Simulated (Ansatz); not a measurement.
Vibrational response of GaSe

All numbers below come from Ansatz 0.2.0, DFT PBEsol, scalar-relativistic, plane waves, PAW. Plane waves to 420 eV; Γ-centred k mesh 12×12×2; fixed occupations. No spin polarisation. Phonons by linear response, acoustic sum rule imposed.

Relaxed structure:
```xyz
8
Lattice="3.7460 0.0000 0.0000 -1.8730 3.2441 0.0000 0.0000 0.0000 16.3831" Properties=species:S:1:pos:R:3 pbc="T T T"
Ga    0.0000    2.1628    2.8797
Ga    1.8730    1.0814   11.0713
Ga    0.0000    2.1628    5.3119
Ga    1.8730    1.0814   13.5034
Se    0.0000    2.1628    9.8988
Se    1.8730    1.0814    1.7072
Se    0.0000    2.1628   14.6759
Se    1.8730    1.0814    6.4843
```

The crystal is built of layers and no dispersion correction was added, so the binding between them is poorly described, and with it their spacing and whatever depends on it. The run warned that the force constants aren't converged on this k mesh, so the frequencies and all that is formed from them are rough.

(1) Give the high-frequency dielectric tensor ε∞.

(2) Give the Born effective charges.

(3) How large is the static dielectric tensor with the ions free to move, and what share of it is ionic?

Answers

(1)
```
8.20 0.00 0.00
0.00 8.20 0.00
0.00 0.00 6.06
```

(2)
```csv
atom,Z*xx,Z*yy,Z*zz,mean
Ga (atom 1),2.20,2.20,0.81,1.74
Se (atom 5),-2.20,-2.20,-0.81,-1.74
```

(3)
```
11.2  0.0  0.0
 0.0 11.2  0.0
 0.0  0.0  6.4
```
The ions give 22 % of its trace.

Cost: 1 run of about 29 core-minutes, on Arm Neoverse V2 (shared hosts).